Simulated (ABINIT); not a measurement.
# PtSe2 (Sudovikovite) (P-3m1) in ABINIT: equation of state

How stiff is PtSe2 (Sudovikovite) in PBE, and what volume does it want? The cell is scaled to several volumes.

Everything below comes from runs of ABINIT 10.8.3 (patched build). Logs are shortened: lines on timing, memory, paths and dates and some standing lists are left out, and cuts for length are marked. The log counts tension as positive stress, the text compression.

### 1 Starting point

Symmetry: P-3m1, No. 164, trigonal system. Conventional cell: a = 3.724 Å, b = 3.724 Å, c = 5.062 Å, α = 90.00°, β = 90.00°, γ = 120.00°. Pt (site symmetry -3m) is surrounded by 6 Se at 2.49 Å. Around Se (site symmetry 3m) lie 3 Pt at 2.49 Å.

### 2 Equation of state, PBE

Input file run.abi:

```
# Datasets: one volume each
ndtset 7
getwfk -1
scalecart1 3*0.9795861087
scalecart2 3*0.9864848297
scalecart3 3*0.9932883884
scalecart4 3*1.0000000000
scalecart5 3*1.0066227096
scalecart6 3*1.0131594038
scalecart7 3*1.0196128224

# Pseudopotentials
pp_dirpath "./"
pseudos "Pt.GGA_PBE-JTH.xml, Se.GGA_PBE-JTH.xml"

# Structure
acell 3*1.0 Angstrom
rprim
     3.7240000000     0.0000000000     0.0000000000
    -1.8620000000     3.2250786037     0.0000000000
     0.0000000000     0.0000000000     5.0620000000
ntypat 2
znucl 78 34
natom 3
typat 1 2 2
xred
     0.0000000000     0.0000000000     0.0000000000
     0.6666666667     0.3333333333     0.7500000000
     0.3333333333     0.6666666667     0.2500000000

# Plane-wave basis
ecut 435.382180 eV
pawecutdg 32.0
pawxcdev 0
pawovlp 30

# k points
kptopt 1
ngkpt 8 8 5
nshiftk 1
shiftk 0.0 0.0 0.0

# Exchange and correlation
ixc 11

# Bands and occupations
nband 15
occopt 3
tsmear 0.05 eV

# SCF cycle
nstep 100
tolvrs 1.0e-9

# Output
iomode 3
prtwf 1
prtden 0
prteig 0
prtebands 0
enunit 1
```

Potentials or basis: JTH PAW PBE v2.0.

Command:

```bash
abinit run.abi > log 2>&1
```

run.abo:

```text
.Version 10.8.3 of ABINIT
 DATASET    1 : space group P-3 m 1 (#164); Bravais hP (primitive hexag.)
================================================================================
 Values of the parameters that define the memory need for DATASET  1.
     intxc =       0    ionmov =       0      iscf =      17    lmnmax =      18
     lnmax =       6     mgfft =      36  mpssoang =       3    mqgrid =    3001
     natom =       3  nloc_mem =       2    nspden =       1   nspinor =       1
    nsppol =       1      nsym =      12    n1xccc =       1    ntypat =       2
    occopt =       3   xclevel =       2
       mpw =        1199          nfft =       26244          nkpt =          40
 PAW method is used; the additional fine FFT grid is defined by:
   mgfftf=        48    nfftf =     62208
================================================================================
================================================================================
[... 71 lines left out ...]
 DATASET    7 : space group P-3 m 1 (#164); Bravais hP (primitive hexag.)
================================================================================
 Values of the parameters that define the memory need for DATASET  7.
     intxc =       0    ionmov =       0      iscf =      17    lmnmax =      18
     lnmax =       6     mgfft =      36  mpssoang =       3    mqgrid =    3001
     natom =       3  nloc_mem =       2    nspden =       1   nspinor =       1
    nsppol =       1      nsym =      12    n1xccc =       1    ntypat =       2
    occopt =       3   xclevel =       2
       mpw =        1356          nfft =       26244          nkpt =          40
 PAW method is used; the additional fine FFT grid is defined by:
   mgfftf=        50    nfftf =     80000
================================================================================
================================================================================

--------------------------------------------------------------------------------
------------- Echo of variables that govern the present computation ------------
--------------------------------------------------------------------------------
 -outvars: echo values of preprocessed input variables --------
            acell      1.8897261259E+00  1.8897261259E+00  1.8897261259E+00 Bohr
              amu      1.95080000E+02  7.89600000E+01
             ecut      1.60000000E+01 Hartree
           enunit           1
           getwfk          -1
              ixc          11
           jdtset        1    2    3    4    5    6    7
         kptrlatt        8    0    0      0    8    0      0    0    5
          kptrlen1     4.68525929E+01
          kptrlen2     4.71825516E+01
          kptrlen3     4.75079588E+01
          kptrlen4     4.78289682E+01
          kptrlen5     4.81457256E+01
          kptrlen6     4.84583690E+01
          kptrlen7     4.87670293E+01
            natom           3
            nband          15
           ndtset           7
            ngfft          27      27      36
          ngfftdg1         36      36      48
          ngfftdg2         36      36      50
[... 138 lines left out ...]
- pspini: atom type   1  psp file is ./Pt.GGA_PBE-JTH.xml
 Pseudopotential format is: paw10
 basis_size (lnmax)=  6 (lmn_size= 18), orbitals=   0   0   1   1   2   2
 Spheres core radius: rc_sph= 2.51621648
 Shapefunction is SIN type: shapef(r)=[sin(pi*r/rshp)/(pi*r/rshp)]**2
 Radius for shape functions =  2.25451594
 Compensation charge density is not taken into account in XC energy/potential

- pspini: atom type   2  psp file is ./Se.GGA_PBE-JTH.xml
 Pseudopotential format is: paw10
 basis_size (lnmax)=  4 (lmn_size=  8), orbitals=   0   0   1   1
 Spheres core radius: rc_sph= 2.21132333
 Shapefunction is BESSEL type: shapef(r,l)=aa(1,l)*jl(q(1,l)*r)+aa(2,l)*jl(q(2,l)*r)
 Radius for shape functions =  2.00656599
 Compensation charge density is not taken into account in XC energy/potential

   2.07420303E+03                                ecore*ucvol(ha*bohr**3)
--------------------------------------------------------------------------------

================================================================================

--- !BeginCycle
iteration_state: {dtset: 1, }
solver: {iscf: 17, nstep: 100, nline: 4, wfoptalg: 10, }
tolerances: {tolvrs: 1.00E-09, }
...
[... 1306 lines left out ...]
-Cartesian components of stress tensor (GPa)         [Pressure=  2.6470E-01 GPa]
- sigma(1 1)= -8.02438018E-02  sigma(3 2)=  0.00000000E+00
- sigma(2 2)= -8.02438031E-02  sigma(3 1)=  0.00000000E+00
- sigma(3 3)= -6.33597936E-01  sigma(2 1)=  0.00000000E+00

== END DATASET(S) ==============================================================
================================================================================

 -outvars: echo values of variables after computation  --------
            acell      1.8897261259E+00  1.8897261259E+00  1.8897261259E+00 Bohr
           etotal1    -4.6205526048E+01
           etotal2    -4.6210166570E+01
           etotal3    -4.6213760301E+01
           etotal4    -4.6216411145E+01
           etotal5    -4.6218233864E+01
           etotal6    -4.6219302922E+01
           etotal7    -4.6219709496E+01
            fcart1    -0.0000000000E+00 -0.0000000000E+00 -0.0000000000E+00
                      -1.1717885033E-28  2.0295972235E-28 -3.1218522879E-02
                       1.1717885033E-28 -2.0295972235E-28  3.1218522879E-02
            fcart2    -2.5857642446E-29  3.4336508701E-28 -1.1564823173E-18
                       2.8443406690E-28 -1.4928916827E-29 -2.4774305815E-02
                      -2.5857642446E-28 -3.2843617019E-28  2.4774305815E-02
            fcart3    -2.5680529746E-29 -1.4826660762E-29 -0.0000000000E+00
                       5.1361059492E-29  1.1861328609E-28 -1.8869807549E-02
                      -2.5680529746E-29 -1.0378662533E-28  1.8869807549E-02
            fcart4    -0.0000000000E+00 -0.0000000000E+00  5.7824115866E-19
[... 52 lines left out ...]
           xangst3     0.0000000000E+00  0.0000000000E+00  0.0000000000E+00
                       1.8495029792E+00  1.0678110429E+00  3.7710193666E+00
                      -3.8178121212E-16  2.1356220858E+00  1.2570064555E+00
           xangst4     0.0000000000E+00  0.0000000000E+00  0.0000000000E+00
                       1.8620000000E+00  1.0750262012E+00  3.7965000000E+00
                      -4.6057765790E-16  2.1500524025E+00  1.2655000000E+00
           xangst5     0.0000000000E+00  0.0000000000E+00  0.0000000000E+00
                       1.8743314853E+00  1.0821457876E+00  3.8216431170E+00
                      -4.4848820380E-17  2.1642915752E+00  1.2738810390E+00
           xangst6     0.0000000000E+00  0.0000000000E+00  0.0000000000E+00
                       1.8865028099E+00  1.0891729051E+00  3.8464596765E+00
                      -3.0481651782E-16  2.1783458102E+00  1.2821532255E+00
           xangst7     0.0000000000E+00  0.0000000000E+00  0.0000000000E+00
                       1.8985190753E+00  1.0961104992E+00  3.8709600802E+00
                      -3.8359517207E-16  2.1922209984E+00  1.2903200267E+00
             xred      0.0000000000E+00  0.0000000000E+00  0.0000000000E+00
                       6.6666666667E-01  3.3333333333E-01  7.5000000000E-01
                       3.3333333333E-01  6.6666666667E-01  2.5000000000E-01
 Calculation completed.
```

Run time: 3.7 min. Hardware: 1 thread of Arm Neoverse V1, shared host; peak memory 0.16 GiB.

What came out:

| Quantity | Value |
| --- | --- |
| Equilibrium volume | 21.55 Å³/atom (rough: see the caveat) |
| Bulk modulus at fixed shape and positions | 111 GPa (rough) |

Energy against volume, from the lowest point:
| volume (Å³/atom) | energy (meV/atom) |
| --- | --- |
| 19.049 | 128.65 |
| 19.455 | 86.56 |
| 19.860 | 53.96 |
| 20.265 | 29.92 |
| 20.671 | 13.38 |
| 21.076 | 3.69 |
| 21.481 | 0.00 |

Caveat: pressures at fixed basis lie under the slope of the energies; the minimum lies outside the volumes run; the cell was scaled at fixed shape and fractional positions, which overstates the stiffness of a crystal with free parameters, most of all of layers and chains; the atomic spheres overlap. Spin-orbit coupling is left out, which matters for the levels of Pt.
